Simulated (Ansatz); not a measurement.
## BeSe: Core-electron binding energies

Cell: a Materials Project structure (computed, not necessarily an observed phase), taken as it stands, repeated to a supercell; a hole's nearest image is 7.3 Å away.

Space group F-43m (No. 216); a = 5.1679 Å.

| site | Wyckoff | site symmetry | x | y | z |
| --- | --- | --- | --- | --- | --- |
| Be1 | 4a | -43m | 0.0000 | 0.0000 | 0.0000 |
| Se9 | 4d | -43m | 0.7500 | 0.7500 | 0.7500 |

One atom of each set is listed; the run and its k-mesh use a cell of 16 atoms with edges of 7.31, 7.31, 7.31 Å.

Level of theory: DFT, PBE, plane waves and PAW, scalar-relativistic, 420 eV cutoff, Γ-centred 3×3×3 k-points, fixed occupations (Ansatz 0.2.0).

Each value is a total-energy difference between the cell with one core hole and the ground state (ΔSCF), counted from the top of the valence band. The cell with the hole is spin-polarised, as the shell with the hole is left with one unpaired spin. The periodic images are corrected with the calculated ε∞ = 6.00.

(1) What binding energies does the calculation give for Se 3d?

The program doubts some values: the cell is too small to check the potential alignment. Absolute PBE values can be off by an eV or more. Multiplets, satellites and widths aren't calculated.

Results:

(1) 

```json
{"line": "Se 3d", "atom": "9", "first shell": "4 Be at 2.24 Å", "E_B (eV)": "53.9", "j = l + ½ / j = l − ½ (eV)": "53.5 / 54.4"}
```

For p, d and f shells E_B is the weighted mean of the two lines, whose splitting comes from the free atom's Dirac orbitals.
